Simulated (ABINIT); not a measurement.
# Sn (Immm) in ABINIT: a series of runs

One crystal, Sn, is run at these levels: PBE; tasks: single point.

Everything below comes from runs of ABINIT 10.8.3 (patched build). Logs are shortened: lines on timing, memory, paths and dates and some standing lists are left out, and cuts for length are marked. The log counts tension as positive stress, the text compression.

### 1 Starting point

Symmetry: Immm, No. 71, orthorhombic system. Conventional cell: a = 3.453 Å, b = 3.551 Å, c = 4.677 Å, α = 90.00°, β = 90.00°, γ = 90.00°. Sn (site symmetry mmm) is surrounded by 12 Sn at 3.41 to 3.55 Å.

This isn't the form of Sn at room conditions, which is tetragonal (white tin).

### 2 Single point, PBE

The input, run.abi:

```
# Pseudopotentials
pp_dirpath "./"
pseudos "Sn.upf"

# Structure
acell 3*1.0
rprim
    -3.2626858535     3.3552975514     4.4188259657
     3.2626858535    -3.3552975514     4.4188259657
     3.2626858535     3.3552975514    -4.4188259657
ntypat 1
znucl 50
natom 1
typat 1
xcart
     0.0000000000     0.0000000000     0.0000000000
chkprim 0
chksymtnons 0
tolsym 1.0e-6

# Plane-wave basis
ecut 51.0

# k points
kptopt 1
ngkpt 11 11 11
nshiftk 1
shiftk 0.0 0.0 0.0

# Exchange and correlation
ixc 11

# Bands and occupations
nband 15
occopt 3
tsmear 0.00183747

# SCF cycle
nstep 100
tolvrs 1.0e-10

# Output
iomode 3
prtwf 0
prteig 0
prtebands 0
enunit 2
prtden 1
prtvha 1
prtvclmb 1
prtpot 1
prtelf 1
```

Potentials or basis: PseudoDojo NC SR PBE v0.5 stringent.

Command:

```console
> abinit run.abi > log 2>&1
```

run.abo:

```text
.Version 10.8.3 of ABINIT
 Symmetries : space group Im m m (# 71); Bravais oI (body-center ortho.)
================================================================================
 Values of the parameters that define the memory need of the present run
     intxc =       0    ionmov =       0      iscf =       7    lmnmax =       6
     lnmax =       6     mgfft =      45  mpssoang =       3    mqgrid =    3001
     natom =       1  nloc_mem =       1    nspden =       1   nspinor =       1
    nsppol =       1      nsym =       8    n1xccc =    2501    ntypat =       1
    occopt =       3   xclevel =       2
       mpw =        3403          nfft =       91125          nkpt =         216
================================================================================
================================================================================

--------------------------------------------------------------------------------
------------- Echo of variables that govern the present computation ------------
--------------------------------------------------------------------------------
 -outvars: echo values of preprocessed input variables --------
            acell      1.0000000000E+00  1.0000000000E+00  1.0000000000E+00 Bohr
              amu      1.18710000E+02
          chkprim           0
      chksymtnons           0
             ecut      5.10000000E+01 Hartree
           enunit           2
                       outvar_i_n : Printing only first  50 k-points.
              ixc          11
                       outvar_i_n : Printing only first  50 k-points.
         kptrlatt       11    0    0      0   11    0      0    0   11
          kptrlen      7.08020394E+01
            natom           1
            nband          15
            ngfft          45      45      45
             nkpt         216
            nstep         100
             nsym           8
           ntypat           1
                       prtocc : prtvol=0, do not print more k-points.
           occopt           3
        prtebands           0
           prteig           0
           prtelf           1
           prtpot           1
         prtvclmb           1
           prtvha           1
            prtwf           0
            rprim     -3.2626858535E+00  3.3552975514E+00  4.4188259657E+00
                       3.2626858535E+00 -3.3552975514E+00  4.4188259657E+00
                       3.2626858535E+00  3.3552975514E+00 -4.4188259657E+00
          spgroup          71
           tolsym      1.00000000E-06
           tolvrs      1.00000000E-10
           tsmear      1.83747000E-03 Hartree
            typat      1
                       outvars : Printing only first  50 k-points.
            znucl       50.00000

================================================================================

 chkinp: Checking input parameters for consistency.

================================================================================
== DATASET  1 ==================================================================

--- !DatasetInfo
iteration_state: {dtset: 1, }
dimensions: {natom: 1, nkpt: 216, mband: 15, nsppol: 1, nspinor: 1, nspden: 1, mpw: 3403, }
cutoff_energies: {ecut:  51.0, pawecutdg:  -1.0, }
electrons: {nelect:   2.20000000E+01, charge:   0.00000000E+00, occopt:   3.00000000E+00, tsmear:   1.83747000E-03, }
meta: {optdriver: 0, ionmov: 0, optcell: 0, iscf: 7, paral_kgb: 0, }
...

 Exchange-correlation functional for the present dataset will be:
  GGA: Perdew-Burke-Ernzerhof functional - ixc=11
  J.P.Perdew, K.Burke, M.Ernzerhof, PRL 77, 3865 (1996)

 Real(R)+Recip(G) space primitive vectors, cartesian coordinates (Bohr,Bohr^-1):
 R(1)= -3.2626859  3.3552976  4.4188260  G(1)=  0.0000000  0.1490181  0.1131522
 R(2)=  3.2626859 -3.3552976  4.4188260  G(2)=  0.1532480  0.0000000  0.1131522
 R(3)=  3.2626859  3.3552976 -4.4188260  G(3)=  0.1532480  0.1490181  0.0000000
 Unit cell volume ucvol=  1.9349653E+02 bohr^3
 Angles (23,13,12)=  1.19084898E+02  1.17162588E+02  9.32893171E+01 degrees

 getcut: wavevector=  0.0000  0.0000  0.0000  ngfft=  45  45  45
         ecut(hartree)=     51.000   => boxcut(ratio)=   2.12671

--- Pseudopotential description ------------------------------------------------
- pspini: atom type   1  psp file is ./Sn.upf
12 -101130 2 -1 1628                          pspcod,pspxc,lmax,lloc,mmax
     nproj     2     2     2

   6.00839196E+02                                ecore*ucvol(ha*bohr**3)
--------------------------------------------------------------------------------

================================================================================

--- !BeginCycle
iteration_state: {dtset: 1, }
solver: {iscf: 7, nstep: 100, nline: 4, wfoptalg: 0, }
tolerances: {tolvrs: 1.00E-10, }
...

     iter   Etot(hartree)      deltaE(h)  residm     vres2
 ETOT  1  -221.37488758268    -2.214E+02 7.046E-01 2.223E+00
 ETOT  2  -221.56720626867    -1.923E-01 3.224E-02 1.526E+01
 ETOT  3  -221.56893234426    -1.726E-03 6.602E-03 4.532E+00
 ETOT  4  -221.56966764107    -7.353E-04 9.469E-04 1.040E-02
 ETOT  5  -221.56966911076    -1.470E-06 1.017E-03 5.732E-04
 ETOT  6  -221.56966920716    -9.640E-08 1.922E-04 6.187E-07
 ETOT  7  -221.56966920720    -3.376E-11 1.752E-04 3.404E-09
 ETOT  8  -221.56966920720    -3.183E-12 1.338E-04 2.427E-09
 ETOT  9  -221.56966920719     5.514E-12 1.081E-04 2.693E-11

 At SCF step    9       vres2   =  2.69E-11 < tolvrs=  1.00E-10 =>converged.

 Compute ELF
--------------------------------------------------------------------------------

 Compute kinetic energy density

 Compute gradient of the electron density
 Electron Localization Function (ELF) [min:0;max:1]
)     Maximum=    7.8016E-01  at reduced coord.    0.8444    0.9556    0.9333
)     Minimum=    1.2953E-03  at reduced coord.    0.0000    0.0000    0.0000
   Integrated=    5.7845E+01

--------------------------------------------------------------------------------
 End of ELF section

 Cartesian components of stress tensor (hartree/bohr^3)
  sigma(1 1)=  9.99633046E-06  sigma(3 2)=  0.00000000E+00
  sigma(2 2)=  6.77533954E-05  sigma(3 1)=  0.00000000E+00
  sigma(3 3)=  1.98111983E-05  sigma(2 1)=  0.00000000E+00

--- !ResultsGS
iteration_state: {dtset: 1, }
comment   : Summary of ground state results
lattice_vectors:
- [ -3.2626859,   3.3552976,   4.4188260, ]
- [  3.2626859,  -3.3552976,   4.4188260, ]
- [  3.2626859,   3.3552976,  -4.4188260, ]
lattice_lengths: [   6.43655,    6.43655,    6.43655, ]
lattice_angles: [119.085, 117.163,  93.289, ] # degrees, (23, 13, 12)
lattice_volume:   1.9349653E+02
convergence: {deltae:  5.514E-12, res2:  2.693E-11, residm:  1.081E-04, diffor: null, }
etotal    :  -2.21569669E+02
entropy   :   0.00000000E+00
fermie    :   3.09329506E-01
cartesian_stress_tensor: # hartree/bohr^3
- [  9.99633046E-06,   0.00000000E+00,   0.00000000E+00, ]
- [  0.00000000E+00,   6.77533954E-05,   0.00000000E+00, ]
- [  0.00000000E+00,   0.00000000E+00,   1.98111983E-05, ]
pressure_GPa:  -9.5678E-01
xred      :
- [  0.0000E+00,   0.0000E+00,   0.0000E+00, Sn]
cartesian_forces: # hartree/bohr
- [ -0.00000000E+00,  -0.00000000E+00,  -0.00000000E+00, ]
force_length_stats: {min:   0.00000000E+00, max:   0.00000000E+00, mean:   0.00000000E+00, }
...

 Integrated electronic density in atomic spheres:
 ------------------------------------------------
 Atom  Sphere_radius  Integrated_density
    1        2.00000         18.50522923
================================================================================

 ----iterations are completed or convergence reached----

 Mean square residual over all n,k,spin=   14.011E-08; max=  10.813E-05
 reduced coordinates (array xred) for    1 atoms
       0.000000000000      0.000000000000      0.000000000000
 rms dE/dt=  0.0000E+00; max dE/dt=  0.0000E+00; dE/dt below (all hartree)
    1       0.000000000000      0.000000000000      0.000000000000

 cartesian coordinates (angstrom) at end:
    1      0.00000000000000     0.00000000000000     0.00000000000000

 cartesian forces (hartree/bohr) at end:
    1     -0.00000000000000    -0.00000000000000    -0.00000000000000
 frms,max,avg= 0.0000000E+00 0.0000000E+00   0.000E+00  0.000E+00  0.000E+00 h/b

 cartesian forces (eV/Angstrom) at end:
    1     -0.00000000000000    -0.00000000000000    -0.00000000000000
 frms,max,avg= 0.0000000E+00 0.0000000E+00   0.000E+00  0.000E+00  0.000E+00 e/A
 length scales=  1.000000000000  1.000000000000  1.000000000000 bohr
              =  0.529177210544  0.529177210544  0.529177210544 angstroms
 Fermi (or HOMO) energy (hartree) =   0.30933   Average Vxc (hartree)=  -0.38391
 Eigenvalues (hartree) for nkpt= 216  k points:
 kpt#   1, nband= 15, wtk=  0.00075, kpt=  0.0000  0.0000  0.0000 (reduced coord)
  -4.45220   -2.82701   -2.82687   -2.82671   -0.48351   -0.48297   -0.48227   -0.48122
  -0.47992   -0.08628    0.56775    0.57314    0.58788    0.70456    0.71718
      occupation numbers for kpt#   1
   2.00000    2.00000    2.00000    2.00000    2.00000    2.00000    2.00000    2.00000
   2.00000    2.00000    0.00000    0.00000    0.00000    0.00000    0.00000
 prteigrs : prtvol=0 or 1, do not print more k-points.

 Fermi (or HOMO) energy (eV) =   8.41728   Average Vxc (eV)= -10.44671
 Eigenvalues (   eV  ) for nkpt= 216  k points:
 kpt#   1, nband= 15, wtk=  0.00075, kpt=  0.0000  0.0000  0.0000 (reduced coord)
-121.15059  -76.92693  -76.92298  -76.91860  -13.15706  -13.14236  -13.12331  -13.09467
 -13.05939   -2.34771   15.44933   15.59586   15.99705   19.17202   19.51556
 prteigrs : prtvol=0 or 1, do not print more k-points.

--- !EnergyTerms
iteration_state     : {dtset: 1, }
comment             : Components of total free energy in Hartree
kinetic             :  7.69375938772613E+01
hartree             :  7.16484256371862E+01
xc                  : -2.69905499226221E+01
Ewald energy        : -1.20833096363239E+02
psp_core            :  3.10516775510113E+00
local_psp           : -2.19454658960564E+02
non_local_psp       : -5.98242158558760E+00
internal            : -2.21569539562464E+02
'-kT*entropy'       : -1.29644729596783E-04
total_energy        : -2.21569669207194E+02
total_energy_eV     : -6.02921784919119E+03
band_energy         : -3.00973276106667E+01
...

 Cartesian components of stress tensor (hartree/bohr^3)
  sigma(1 1)=  9.99633046E-06  sigma(3 2)=  0.00000000E+00
  sigma(2 2)=  6.77533954E-05  sigma(3 1)=  0.00000000E+00
  sigma(3 3)=  1.98111983E-05  sigma(2 1)=  0.00000000E+00

-Cartesian components of stress tensor (GPa)         [Pressure= -9.5678E-01 GPa]
- sigma(1 1)=  2.94102196E-01  sigma(3 2)=  0.00000000E+00
- sigma(2 2)=  1.99337371E+00  sigma(3 1)=  0.00000000E+00
- sigma(3 3)=  5.82865578E-01  sigma(2 1)=  0.00000000E+00

== END DATASET(S) ==============================================================
================================================================================

 -outvars: echo values of variables after computation  --------
            acell      1.0000000000E+00  1.0000000000E+00  1.0000000000E+00 Bohr
           etotal     -2.2156966921E+02
            fcart     -0.0000000000E+00 -0.0000000000E+00 -0.0000000000E+00
            rprim     -3.2626858535E+00  3.3552975514E+00  4.4188259657E+00
                       3.2626858535E+00 -3.3552975514E+00  4.4188259657E+00
                       3.2626858535E+00  3.3552975514E+00 -4.4188259657E+00
           strten      9.9963304638E-06  6.7753395356E-05  1.9811198329E-05
                       0.0000000000E+00  0.0000000000E+00  0.0000000000E+00
 Calculation completed.
```

Run time: 5.4 min. Hardware: 1 thread of Arm Neoverse V1, shared host; peak memory 0.24 GiB.

What came out:

| Property | Result |
| --- | --- |
| Free energy | -6029.2178 eV |
| Pressure | -1.0 GPa |
| Band gap on the k mesh | none (metal or under the smearing width) |
| Valence electrons inside the program's atomic spheres | Sn 18.51 (radii [1.0584] Å) |

Stress tensor (GPa, compression positive):
```
-0.29  0.00  0.00
 0.00 -1.99  0.00
 0.00  0.00 -0.58
```

Levels at points of the mesh, in eV from the Fermi level:
| k point | band 7 | band 8 | band 9 | band 10 | band 11 | band 12 | band 13 | band 14 | band 15 |
| --- | --- | --- | --- | --- | --- | --- | --- | --- | --- |
| (0.00, 0.00, 0.00) | -21.54 | -21.51 | -21.48 | -10.76 | 7.03 | 7.18 | 7.58 | 10.75 | 11.10 |

### 3 Single point, PBE

run.abi, as its differences from that of step 2:

```diff
@@ -2,3 +2,3 @@
 pp_dirpath "./"
-pseudos "Sn.upf"
+pseudos "Sn_ONCV_PBE-1.2.upf"
 
@@ -21,3 +21,3 @@
 # Plane-wave basis
-ecut 51.0
+ecut 22.0
 
@@ -33,3 +33,3 @@
 # Bands and occupations
-nband 15
+nband 11
 occopt 3
```

Potentials or basis: SG15 NC PBE v1.2.

Command:

```console
> abinit run.abi > log 2>&1
```

Run time: 53 s. Hardware: 1 thread of Arm Neoverse V1, shared host; peak memory 0.08 GiB.

Results (log left out):

| Quantity | Value |
| --- | --- |
| Free energy | -1641.4578 eV |
| Pressure | -1.1 GPa |
| Band gap on the k mesh | none (metal or under the smearing width) |
| Valence electrons inside the program's atomic spheres | Sn 10.35 (radii [1.0584] Å) |

Stress tensor (GPa, compression positive):
```
-0.39  0.00  0.00
 0.00 -2.09  0.00
 0.00  0.00 -0.68
```

Levels at points of the mesh, in eV from the Fermi level:
| k point | band 4 | band 5 | band 6 | band 7 | band 8 | band 9 | band 10 | band 11 |
| --- | --- | --- | --- | --- | --- | --- | --- | --- |
| (0.00, 0.00, 0.00) | -21.53 | -21.49 | -10.77 | 7.04 | 7.19 | 7.58 | 10.91 | 11.10 |

### 4 Single point, PBE

run.abi, as its differences from that of step 3:

```diff
@@ -2,3 +2,3 @@
 pp_dirpath "./"
-pseudos "Sn_ONCV_PBE-1.2.upf"
+pseudos "Sn.upf"
 
@@ -21,3 +21,3 @@
 # Plane-wave basis
-ecut 22.0
+ecut 36.0
```

Potentials or basis: Ansatz NC PBE.

Command:

```console
> abinit run.abi > log 2>&1
```

Wall time 5 min (1 thread of Arm Neoverse V1, shared host); peak memory 0.12 GiB.

Results (log left out):

```yaml
Free_energy: -2207.9029 eV
Pressure: -1.0 GPa
Band_gap_on_the_k_mesh: none (metal or under the smearing width)
Valence_electrons_inside_the_program's_atomic_spheres: Sn 10.53 (radii [1.0584] Å)
```

Stress tensor (GPa, compression positive):
```
-0.36  0.00  0.00
 0.00 -2.05  0.00
 0.00  0.00 -0.65
```

Levels at points of the mesh, in eV from the Fermi level:
| k point | band 5 | band 6 | band 7 | band 8 | band 9 | band 10 |
| --- | --- | --- | --- | --- | --- | --- |
| (0.00, 0.00, 0.00) | -21.47 | -10.76 | 7.03 | 7.17 | 7.58 | 10.60 |

[end of part 1 of 2]
